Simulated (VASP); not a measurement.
# TiO2 (I4_1/amd) in VASP: a series of runs

One crystal, TiO2, is run at these levels: PBE; tasks: relaxation of cell and atoms.

Program: VASP 6.6.1. These are calculated values, not measurements. Logs are shortened: lines on timing, memory, paths and dates and some standing lists are left out, and cuts for length are marked.

## Step 1: The structure

It takes space group I4_1/amd (No. 141, tetragonal). The conventional cell has a = 3.783 Å, b = 3.783 Å, c = 9.615 Å, α = 90.00°, β = 90.00°, γ = 90.00°. Ti (site symmetry -4m2) has 6 O at 1.94 to 1.99 Å as nearest neighbours. Around O (site symmetry 2mm) lie 3 Ti at 1.94 to 1.99 Å.

The cell is a database's computed one.

## Step 2: Relaxation of cell and atoms, PBE

INCAR

```
ALGO = Normal
EDIFF = 1E-6
EDIFFG = -0.005
ENCUT = 600
GGA = PE
IBRION = 2
ISIF = 3
ISMEAR = 0
KPAR = 4
LASPH = T
LCHARG = F
LREAL = F
LWAVE = F
NELM = 120
NSW = 80
PREC = Accurate
SIGMA = 0.02
```

KPOINTS

```
k-points
0
Gamma
  11 11 11
```

POSCAR

```
TiO2
1.0
   -1.8912698000      1.8912698000      4.8075108000
    1.8912698000     -1.8912698000      4.8075108000
    1.8912698000      1.8912698000     -4.8075108000
Ti O
2 4
Direct
    0.0000000000      0.0000000000      0.0000000000
    0.7500000000      0.2500000000      0.5000000000
    0.9571521200      0.4571521200      0.5000000000
    0.2071521200      0.2071521200      0.0000000000
    0.5428478800      0.0428478800      0.5000000000
    0.7928478800      0.7928478800      0.0000000000
```

Potentials or basis: VASP PAW PBE potentials, release 64 (Ti_sv, O).

Started as:

```bash
$ cat potpaw_PBE.64/Ti_sv/POTCAR potpaw_PBE.64/O/POTCAR > POTCAR
$ mpirun -np 4 vasp_std > vasp.out
```

OUTCAR:

```text
EDIFF = 1E-6
   EDIFFG = -0.005
   ENCUT = 600
   GGA = PE
   IBRION = 2
   ISIF = 3
   ISMEAR = 0
   LASPH = T
   LREAL = F
   NELM = 120
   NSW = 80
   PREC = Accurate

 ion  position               nearest neighbor table
   1  0.000  0.000  0.000-   5 1.94   3 1.94   5 1.94   3 1.94   4 1.99   6 1.99
   2  0.750  0.250  0.500-   6 1.94   4 1.94   6 1.94   4 1.94   3 1.99   5 1.99
   3  0.957  0.457  0.500-   1 1.94   1 1.94   2 1.99
   4  0.207  0.207  0.000-   2 1.94   2 1.94   1 1.99
   5  0.543  0.043  0.500-   1 1.94   1 1.94   2 1.99
   6  0.793  0.793  0.000-   2 1.94   2 1.94   1 1.99

  LATTYP: Found a body centered tetragonal cell.
 ALAT       =     3.7825396000
 C/A-ratio  =     2.5419486950

  Lattice vectors:

 A1 = (  -1.8912698000,   1.8912698000,   4.8075108000)
 A2 = (   1.8912698000,  -1.8912698000,   4.8075108000)
 A3 = (   1.8912698000,   1.8912698000,  -4.8075108000)

Analysis of symmetry for initial positions (statically):
=====================================================================
 Subroutine PRICEL returns:
 Original cell was already a primitive cell.

 Routine SETGRP: Setting up the symmetry group for a
 body centered tetragonal supercell.

 Subroutine GETGRP returns: Found 16 space group operations
 (whereof  8 operations were pure point group operations)
 out of a pool of 16 trial point group operations.

The static configuration has the point symmetry D_2d.
 The point group associated with its full space group is D_4h.

Analysis of symmetry for dynamics (positions and initial velocities):
=====================================================================
 Subroutine PRICEL returns:
 Original cell was already a primitive cell.

 Routine SETGRP: Setting up the symmetry group for a
 body centered tetragonal supercell.

 Subroutine GETGRP returns: Found 16 space group operations
 (whereof  8 operations were pure point group operations)
 out of a pool of 16 trial point group operations.

The dynamic configuration has the point symmetry D_2d.
 The point group associated with its full space group is D_4h.

 Subroutine INISYM returns: Found 16 space group operations
 (whereof  8 operations are pure point group operations),
 and found     1 'primitive' translations

----------------------------------------------------------------------------------------

[... 118 lines left out ...]
   IMIX   =      4    mixing-type and parameters
     AMIX     =   0.40;   BMIX     =  1.00
     AMIX_MAG =   1.60;   BMIX_MAG =  1.00
  volume/ion in A,a.u.               =      11.46        77.36
  Fermi-wavevector in a.u.,A,eV,Ry     =   1.452088  2.744048 28.688681  2.108559
  Thomas-Fermi vector in A             =   2.569510
   LORBIT       =      0    0 simple, 1 ext, 2 COOP (PROOUT), +10 PAW based schemes
   GGA     = PE    functional components
   LHFCALC =     F    Hartree Fock is set to
   AEXX    =    0.0000 exact exchange contribution
   IVDW    =     0    specifies the selected vdW correction
   LEPSILON=     F    determine dielectric tensor
   LRPA    =     F    only Hartree local field effects (RPA)
 conjugate gradient relaxation of ions
 non-spin polarized calculation
 Gauss-broadening in eV      SIGMA  =   0.02
  energy-cutoff  :      600.00
  volume of cell :       68.78
 maximum number of plane-waves:      2319
 NGX is ok and might be reduce to    48
   NGX = 21   NGY = 21   NGZ = 21

--------------------------------------- Ionic step        1  -------------------------------------------

 number of electron      47.9999998 magnetization

 Free energy of the ion-electron system (eV)
  ---------------------------------------------------
  ext. energy  EPLUGINS =         0.00000000
  ---------------------------------------------------
  free energy    TOTEN  =       -53.85502899 eV

  energy without entropy =      -53.85502899  energy(sigma->0) =      -53.85502899

------------------------ aborting loop because EDIFF is reached ----------------------------------------

  FORCE on cell =-STRESS in cart. coord.  units (eV):
  Direction    XX          YY          ZZ          XY          YZ          ZX
  --------------------------------------------------------------------------------------
  -------------------------------------------------------------------------------------
  Total        1.6594897      1.6594897      1.7303180      0.0000000      0.0000000      0.0000000
  in kB       38.6543079     38.6543079     40.3041048      0.0000000      0.0000000      0.0000000
  external PRESSURE =      39.2042402 kB  Pullay stress =       0.0000000 kB
[... 101 lines left out ...]
  FREE ENERGIE OF THE ION-ELECTRON SYSTEM (eV)
  ---------------------------------------------------
  free  energy   TOTEN  =       -53.8698925183 eV

  energy  without entropy=      -53.8698925183  energy(sigma->0) =      -53.86989252

[... ionic steps 4 to 13 ...]

--------------------------------------- Ionic step       14  -------------------------------------------

 number of electron      47.9999998 magnetization

------------------------ aborting loop because EDIFF is reached ----------------------------------------
[... 75 lines left out ...]
--------------------------------------- Ionic step       16  -------------------------------------------

 number of electron      47.9999998 magnetization

 Free energy of the ion-electron system (eV)
  ---------------------------------------------------
  ext. energy  EPLUGINS =         0.00000000
  ---------------------------------------------------
  free energy    TOTEN  =       -53.87055935 eV

  energy without entropy =      -53.87055935  energy(sigma->0) =      -53.87055935

 E-fermi :   3.2807     XC(G=0): -10.5802

 val. band max:        3.1249397178   @ k =  -0.4545   0.4545   0.0000
 cond. band min:       5.2267718970   @ k =   0.0000   0.0000   0.0000
 fundamental gap:      2.1018321792
 Fermi energy:         3.2807392614

 k-point     1 :       0.0000    0.0000    0.0000
  band No.  band energies     occupation
      1     -53.3465      2.00000
      2     -53.2961      2.00000
      3     -29.7724      2.00000
      4     -29.5558      2.00000
      5     -29.5558      2.00000
      6     -29.4950      2.00000
[... 733 lines left out ...]
     27       6.2544      0.00000
     28       6.7068      0.00000

 [... further k-points ...]
[... 5 lines left out ...]
  --------------------------------------------------------------------------------------
  -------------------------------------------------------------------------------------
  Total       -0.0063198     -0.0063198     -0.0237622      0.0000000      0.0000000      0.0000000
  in kB       -0.1443222     -0.1443222     -0.5426440      0.0000000      0.0000000      0.0000000
  external PRESSURE =      -0.2770962 kB  Pullay stress =       0.0000000 kB
[... 21 lines left out ...]
  FREE ENERGIE OF THE ION-ELECTRON SYSTEM (eV)
  ---------------------------------------------------
  free  energy   TOTEN  =       -53.8705593496 eV

  energy  without entropy=      -53.8705593496  energy(sigma->0) =      -53.87055935

 reached required accuracy - stopping structural energy minimisation
```

OSZICAR:

```text
N       E                     dE             d eps       ncg     rms          rms(c)
DAV:   1     0.727358028717E+03    0.72736E+03   -0.27199E+04  7056   0.219E+03
DAV:   2     0.626143603358E+02   -0.66474E+03   -0.64440E+03  7572   0.610E+02
[... 119 lines left out ...]
  15 F= -.53870554E+02 E0= -.53870554E+02  d E =-.201396E-03
       N       E                     dE             d eps       ncg     rms          rms(c)
DAV:   1    -0.538705823401E+02   -0.27644E-04   -0.14179E-03  7424   0.399E-01    0.415E-02
DAV:   2    -0.538705657186E+02    0.16622E-04   -0.10504E-04  8124   0.986E-02    0.206E-02
DAV:   3    -0.538705592453E+02    0.64734E-05   -0.39063E-05  8392   0.477E-02    0.653E-03
DAV:   4    -0.538705593496E+02   -0.10440E-06   -0.68060E-06  7684   0.153E-02
  16 F= -.53870559E+02 E0= -.53870559E+02  d E =-.529975E-05
```

CONTCAR:

```text
TiO2
   1.00000000000000
    -1.9009072460327416    1.9009072460327416    4.8540041656297825
     1.9009072460327416   -1.9009072460327416    4.8540041656297825
     1.9009072460327416    1.9009072460327416   -4.8540041656297825
  Ti              O
     2     4
Direct
     0.0000000000000000    0.0000000000000000    0.0000000000000000
     0.7500000000000000    0.2500000000000000    0.5000000000000000
     0.9564960053127473    0.4564960053127473    0.5000000000000000
     0.2064960053127473    0.2064960053127473    0.0000000000000000
     0.5435039946872527    0.0435039946872527    0.5000000000000000
     0.7935039946872527    0.7935039946872527    0.0000000000000000

  0.00000000E+00  0.00000000E+00  0.00000000E+00
  0.00000000E+00  0.00000000E+00  0.00000000E+00
  0.00000000E+00  0.00000000E+00  0.00000000E+00
  0.00000000E+00  0.00000000E+00  0.00000000E+00
  0.00000000E+00  0.00000000E+00  0.00000000E+00
  0.00000000E+00  0.00000000E+00  0.00000000E+00
```

Wall time 9 min (4 MPI ranks of Intel Xeon 6975P-C (Granite Rapids), shared host); peak memory 0.51 GiB.

Results:

```
Free energy                            : -53.8706 eV
Relaxed volume                         : 11.69 Å³/atom
Relaxed cell                           : a = 5.549 Å, b = 5.549 Å, c = 5.549 Å, α = 139.93°, β = 139.93°, γ = 57.96°
Space group after relaxing (to 0.05 Å) : I4_1/amd (No. 141)
Energy gained by relaxing              : 2.6 meV/atom
Ionic steps                            : 16
Pressure after relaxing                : 0.0 GPa
Band gap on the k mesh                 : 2.10 eV, indirect (least direct gap 2.40 eV)
```

Step by step:
```
step  energy change (eV)  largest force (eV/Å)  pressure (GPa)  volume (Å³)
   1              0.0000                0.0665            3.92        68.78
   2              0.0085                0.1943           -4.42        71.61
   3             -0.0149                0.0535            0.03        70.02
   4             -0.0149                0.0510            0.09        69.99
   5             -0.0152                0.0142            0.09        70.04
   6             -0.0152                0.0052            0.07        70.05
   7             -0.0153                0.0072           -0.02        70.12
   8             -0.0152                0.0153           -0.51        70.31
   9             -0.0153                0.0114           -0.31        70.21
  10             -0.0153                0.0107           -0.27        70.19
  11             -0.0154                0.0094           -0.24        70.19
  12             -0.0155                0.0066           -0.17        70.18
  13             -0.0155                0.0008           -0.05        70.17
  14             -0.0155                0.0026           -0.08        70.18
  15             -0.0155                0.0019           -0.07        70.18
  16             -0.0155                0.0007           -0.03        70.16
```

Final structure:
```xyz
6
Lattice="-1.9009 1.9009 4.8540 1.9009 -1.9009 4.8540 1.9009 1.9009 -4.8540" Properties=species:S:1:pos:R:3 pbc="T T T"
Ti    0.0000    0.0000    0.0000
Ti    0.0000    1.9009    2.4270
O     0.0000    1.9009    4.4317
O     0.0000    0.0000    2.0047
O     0.0000    1.9009    0.4223
O     0.0000    0.0000    7.7033
```

Levels at points of the mesh, in eV from the valence-band top:
| k point | band 22 | band 23 | band 24 | band 25 | band 26 | band 27 |
| --- | --- | --- | --- | --- | --- | --- |
| (0.00, 0.00, 0.00) | -0.79 | -0.42 | -0.42 | 2.10 | 2.77 | 3.95 |

Caveat: an odd mesh through Γ misses points on the zone boundary, where band edges often lie.

## Step 3: Relaxation of cell and atoms, PBE

This run uses another cell than the first one, of 11.69 Å³/atom, 1.020 times its volume.

INCAR is that of step 2.

KPOINTS is that of step 2.

POSCAR

```
TiO2                                    
1.0
   -1.9009072460      1.9009072460      4.8540041656
    1.9009072460     -1.9009072460      4.8540041656
    1.9009072460      1.9009072460     -4.8540041656
  Ti              O             
     2     4
Direct
     0.0000000000000000    0.0000000000000000    0.0000000000000000
     0.7500000000000000    0.2500000000000000    0.5000000000000000
     0.9564960053127473    0.4564960053127473    0.5000000000000000
     0.2064960053127473    0.2064960053127473    0.0000000000000000
     0.5435039946872527    0.0435039946872527    0.5000000000000000
     0.7935039946872527    0.7935039946872527    0.0000000000000000
```

Potentials or basis: VASP PAW PBE potentials, release 64 (Ti_sv, O).

Started as:

```bash
$ cat potpaw_PBE.64/Ti_sv/POTCAR potpaw_PBE.64/O/POTCAR > POTCAR
$ mpirun -np 4 vasp_std > vasp.out
```

Wall time 93 s (4 MPI ranks of Intel Xeon 6975P-C (Granite Rapids), shared host); peak memory 0.49 GiB.

It converged, with:

- Free energy: -53.8740 eV
- Pressure after relaxing: 0.0 GPa
- Band gap on the k mesh: 2.10 eV, indirect (least direct gap 2.40 eV)

Final structure:
```
Ti O
1.0
    -1.90091    1.90091    4.85400
     1.90091   -1.90091    4.85400
     1.90091    1.90091   -4.85400
Ti O
2 4
Direct
  0.00000 0.00000 0.00000
  0.75000 0.25000 0.50000
  0.95650 0.45650 0.50000
  0.20650 0.20650 0.00000
  0.54350 0.04350 0.50000
  0.79350 0.79350 0.00000
```

Levels at points of the mesh, in eV from the valence-band top:
| k point | band 20 | band 21 | band 22 | band 23 | band 24 | band 25 | band 26 | band 27 | band 28 |
| --- | --- | --- | --- | --- | --- | --- | --- | --- | --- |
| (0.00, 0.00, 0.00) | -0.80 | -0.80 | -0.79 | -0.42 | -0.42 | 2.10 | 2.76 | 3.95 | 3.95 |

Caveat: the relaxation stopped at its first step, so nothing moved; an odd mesh through Γ misses points on the zone boundary, where band edges often lie.
